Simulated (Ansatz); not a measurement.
# Te2Mo: the cost of one run

Method: DFT PBE, scalar-relativistic, plane waves, PAW, in Ansatz 0.2.0.

**1. The system as given**

Symmetry: P-6m2, No. 187, hexagonal system. Conventional cell: a = 3.560 Å, b = 3.560 Å, c = 17.524 Å, α = 90.00°, β = 90.00°, γ = 120.00°. Te (site symmetry 3m) is surrounded by 3 Mo at 2.73 Å. Mo (site symmetry -6m2) is surrounded by 6 Te at 2.73 Å.

As a file:

```cif
data_structure
_symmetry_space_group_name_H-M 'P 1'
_symmetry_Int_Tables_number 1
_cell_length_a 3.5602
_cell_length_b 3.5602
_cell_length_c 17.5241
_cell_angle_alpha 90.000
_cell_angle_beta 90.000
_cell_angle_gamma 120.000
_cell_volume 192.36
loop_
_atom_site_label
_atom_site_type_symbol
_atom_site_fract_x
_atom_site_fract_y
_atom_site_fract_z
_atom_site_occupancy
Te1 Te 0.33333 0.66667 0.89786 1
Te2 Te 0.33333 0.66667 0.10214 1
Mo1 Mo 0.00000 0.00000 0.00000 1
```

The start is a polymorph listed in a database, not an invented cell.

**2. A first look at the guess**

input.yaml reads:

```yaml
crystal:
  lattice:
    - [3.56023281, 0.0, 0.0]
    - [-1.7801164, 3.08325205, 0.0]
    - [0.0, 0.0, 17.52405739]
  atoms:
    - { symbol: Te, position: [0.33333333, 0.66666667, 0.89785546] }
    - { symbol: Te, position: [0.33333333, 0.66666667, 0.10214454] }
    - { symbol: Mo, position: [0.0, 0.0, 0.0] }
basis:
  ecutwfc: 420
kpoints:
  mp_grid: { grid: [6, 6, 1] }
hamiltonian:
  xc: pbe
scf:
  occupations: { method: gaussian, width: 0.1 }
  lower_state_search: "off"
output:
  forces: true
  stress: true
  eigenvalues: true
```

On the command line:

```console
$ ansatz run input.yaml --threads 1 --pin off --max-ram 2560MiB --backend cpu --events-out ev --progress --plain --runs-dir out
```

**Question.** How long does this run take on 1 thread of Arm Neoverse V1, shared host, and how much memory does it need?

About 2.8 s, with a peak of 0.35 GiB.
